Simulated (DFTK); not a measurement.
# Li under changes of volume

One of the cells (21.344 Å³/atom); the others are scaled copies at fixed shape and fractional positions:

```
CELL_PARAMETERS angstrom
3.11100 0.00000 0.00000
-1.55550 2.69421 0.00000
0.00000 0.00000 5.09300
ATOMIC_POSITIONS crystal
Li 0.66667 0.33333 0.75000
Li 0.33333 0.66667 0.25000
```

This isn't the form of Li at room conditions, which is bcc.

| Property | Result |
| --- | --- |
| Program | DFTK 0.8.2 |
| Functional | PBE |
| Potentials or basis | dojo.nc.sr.pbe.v0_4_1.standard.upf (PBE) |
| Cutoff | 1007 eV |
| k mesh | 10 × 10 × 5 |
| Occupations | fermi-dirac, width 0.05 eV |
| Spin | no spin polarisation |

| volume (Å³/atom) | energy over the lowest point (meV/atom) | pressure (GPa) |
| --- | --- | --- |
| 20.063 | 0.00 | 0.1 |
| 20.490 | 0.11 | -0.2 |
| 20.917 | 0.95 | -0.5 |
| 21.344 | 2.46 | -0.7 |
| 21.771 | ? | ? |
| 22.198 | 7.27 | -1.1 |
| 22.625 | 10.46 | -1.3 |

What does the run at 21.771 Å³/atom give?

Energy over the lowest point 4.59 meV/atom; pressure -0.9 GPa.

Worked out: A Birch-Murnaghan fit of order 3 (a polynomial in V^(-2/3)) to the other rows has its minimum at 20.22 Å³/atom with B0 = V·E''(V) = 13.8 GPa and B' = 3.3 at fixed shape and positions, which overstates the stiffness. It gives 4.59 meV/atom at 21.771 Å³/atom, against the run's 4.59, and -dE/dV = -0.9 GPa, against -0.9.

Energies are extrapolated to zero smearing.
